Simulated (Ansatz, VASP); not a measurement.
# One calculation of Mg, two programs

```
CELL_PARAMETERS angstrom
-1.77276 1.88906 1.88906
1.77276 -1.65647 1.65647
1.77276 1.65647 -1.65647
ATOMIC_POSITIONS crystal
Mg 0.00000 0.00000 0.00000
```

Change from the starting cell: strain +0.1312 x Voigt [0, 0, 0, 1, 0, 0], atoms carried along.

Alike in both runs: task single point; functional LDA; k mesh 18 × 18 × 18; occupations gaussian, width 0.15 eV; no spin polarisation.

|  | VASP | Ansatz |
| --- | --- | --- |
| version | VASP 6.6.1 | Ansatz 0.2.0 |
| potentials or method | VASP PAW LDA potentials, release 64 (Mg) | scalar-relativistic, plane waves, PAW |
| plane-wave cutoff (eV) | 520 | 420 |
| valence electrons in the cell | 2 | 10 |

|  | VASP | Ansatz | Ansatz less VASP |
| --- | --- | --- | --- |
| gap on the k mesh at the Fermi level (eV) | none | none | - |
| pressure (GPa) | -0.7 | -0.4 | +0.32 |
| largest component of the traceless stress (GPa) | 4.10 | 4.08 | -0.025 |

A gap of «none» marks a metal or a gap that the smearing closes. The two sets of potentials don't hold the same shells in valence.
